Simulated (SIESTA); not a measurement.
MnS:

```
Mn S
1.0
     0.00000    2.60450    2.60450
     2.60450    0.00000    2.60450
     2.60450    2.60450    0.00000
Mn S
1 1
Cartesian
  0.0000 0.0000 0.0000
  2.6045 2.6045 2.6045
```

Base run:

```yaml
Program: SIESTA 5.4.2
Functional: BLYP
Potentials_or_basis: PseudoDojo 0.4 standard (PBE files)
Basis: DZP (energy shift 0.003 Ry; two zetas on semicore shells)
Grid_cutoff: 800 Ry
Energy_shift: 0.003 Ry
k_mesh: 9 × 9 × 9
Occupations: fermi-dirac, width 0.05 eV
Spin: collinear spin, ferromagnetic start
Starting_moments: "[4.0, 0.0] μB"
```

Its results: band gap on the k mesh none (metal or under the smearing width); pressure 2.7 GPa; net moment 4.70 μB per cell; site moments Mn +4.51; S +0.19 μB.

Question: The run is repeated on the same cell with these changes: functional from BLYP to vdW-DF-cx. What comes out?

Answer: Band gap on the k mesh none (metal or under the smearing width); pressure -5.1 GPa; net moment 4.72 μB per cell; site moments Mn +4.59; S +0.14 μB.

Caveats: short orbitals over semicore shells can move pressures by several GPa; the potentials were made for another functional, which shifts forces and pressure; the basis of atomic orbitals isn't converged, which shifts pressures, moduli and gaps; a cell with one magnetic atom can't hold antiferromagnetic order, which such compounds often take; semilocal functionals often make such compounds metallic where correlation or magnetic order opens a gap, which also shifts bond lengths.
